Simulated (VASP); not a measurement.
Input of a VASP 6.6.1 run:

The input INCAR:

```
PREC = Accurate ; ENCUT = 600
EDIFF = 1E-6 ; ISMEAR = 1
SIGMA = 0.1 ; LREAL = F
LASPH = T ; NELM = 80
ALGO = Normal ; ISIF = 3
LWAVE = F ; LCHARG = F
GGA = PE ; IBRION = 2
NSW = 90 ; EDIFFG = -0.01
KPAR = 2
```

File KPOINTS:

```
Automatic mesh
0
Gamma
  9 9 9
```

The input POSCAR:

```
CoSn
1.0
    5.2460399276      0.0000000000      0.0000000000
   -2.6230199638      4.5432038466      0.0000000000
    0.0000000000      0.0000000000      4.1875903000
Co Sn
3 3
Direct
    0.0000000000      0.5000000000      0.0000000000
    0.5000000000      0.5000000000      0.0000000000
    0.5000000000      0.0000000000      0.0000000000
    0.6666666700      0.3333333300      0.5000000000
    0.3333333300      0.6666666700      0.5000000000
    0.0000000000      0.0000000000      0.0000000000
```

Potentials or basis: VASP PAW PBE potentials, release 64 (Co, Sn_d).

The run is started by

```bash
$ cat potpaw_PBE.64/Co/POTCAR potpaw_PBE.64/Sn_d/POTCAR > POTCAR
$ mpirun -np 2 vasp_std > vasp.out
```

**Question.** Estimate the space group after relaxing (to 0.05 Å).

**Answer.** P6/mmm (No. 191).

**Question.** What does it give for the relaxed volume?

**Answer.** 17.12 Å³/atom.

**Question.** Predict the band gap on the k mesh.

**Answer.** None (metal or under the smearing width).

**Question.** Estimate the relaxed cell.

**Answer.** a = 5.297 Å, b = 5.297 Å, c = 4.228 Å, α = 90.00°, β = 90.00°, γ = 120.00°.

The path:
```csv
step,energy change (eV),largest force (eV/Å),pressure (GPa),volume (Å³)
1,0.0000,0.0000,4.00,99.81
2,0.0023,0.0000,-3.60,105.92
3,-0.0350,0.0000,0.03,102.73
```

Spin polarisation is off, so any magnetic state and its effect on volume and gap are missing.
